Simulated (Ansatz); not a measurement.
An element in the bcc structure gives these cold pressures by all-electron LAPW under PBE (Ansatz 0.2.0, scalar-relativistic, no spin polarisation).

```csv
V (Å³/atom),P (GPa)
15.47,-0.11
14.70,9.51
13.15,41.1
11.60,101.7
10.05,220.6
8.51,465.8
6.96,1010
6.19,1529
```

**Question.** Which element is it?

**Answer.** Pd. Its zero-pressure volume in this structure is near 15.5 Å³/atom; the volume and the steepness of P(V) together point to it, though neighbours can come close. Other candidates weren't computed, and some may come near.
